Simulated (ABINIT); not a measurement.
Crystal: Ir.

```
Ir
1.0
     2.75138    0.00000    0.00000
    -1.37569    2.38276    0.00000
     0.00000    0.00000    4.46229
Ir
2
Direct
  0.33333 0.66667 0.25000
  0.66667 0.33333 0.75000
```

This isn't the form of Ir at room conditions, which is fcc.

Base run:

```yaml
Program: ABINIT 10.8.3 (patched build)
Functional: PBEsol
Potentials_or_basis: JTH PAW PBE v2.0
Cutoff: 517 eV
k_mesh: 11 × 11 × 6
Occupations: fermi-dirac, width 0.05 eV
Spin: no spin polarisation
```

Its results: band gap on the k mesh none (metal or under the smearing width); pressure -11.9 GPa.

After a change of settings the same cell gave: band gap on the k mesh none (metal or under the smearing width); pressure 15.6 GPa. Which change was it?
A. functional from PBEsol to LDA
B. functional from PBEsol to r2SCAN
C. functional from PBEsol to BLYP
D. functional from PBEsol to SCAN

C.

BLYP binds less tightly than PBEsol, so the same cell stands under more pressure.

Caveats: the PAW data sets were made with another functional, which shifts forces and pressure a little; spin-orbit coupling is left out, which moves the levels of the heavy elements.
